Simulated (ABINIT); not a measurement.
A run of ABINIT 10.8.3 (patched build) is set up as follows.

The input run.abi:

```
pp_dirpath "./"
pseudos "31_Ga_13_1.9_2.4_pbe_n_v1.0.psp8, 15_P_5_1.8_1.9_pbe_n_v1.0.psp8"

acell 7.2831660764 7.2831660764 7.2831660764
rprim
     0.0000000000     0.7071067812     0.7071067812
     0.7071067812     0.0000000000     0.7071067812
     0.7071067812     0.7071067812     0.0000000000
ntypat 2
znucl 31 15
natom 2
typat 1 2
xcart
     0.0000000000     0.0000000000     0.0000000000
     4.0878750000     4.0878750000     4.0878750000 Angstrom

ecut 30.0

kptopt 1
ngkpt 6 6 6
nshiftk 1
shiftk 0.0 0.0 0.0

ixc -428

nband 11
occopt 1

nstep 60
diemac 6.0
toldfe 1.0e-7

iomode 3
prtwf 0
prtden 0
prteig 0
prtebands 0
enunit 1
prtvol 2
```

Potentials or basis: SPMS NC PBE v1.0.

The run is started by

```bash
$ mpirun --bind-to none -np 8 abinit run.abi > log 2>&1
```

Problem. Estimate the band gap on the k mesh.

Solution. 2.32 eV, indirect (least direct gap 2.59 eV).

Caveat: Libxc's HSE differs a little from that of other programs. A k mesh can miss the band edges.
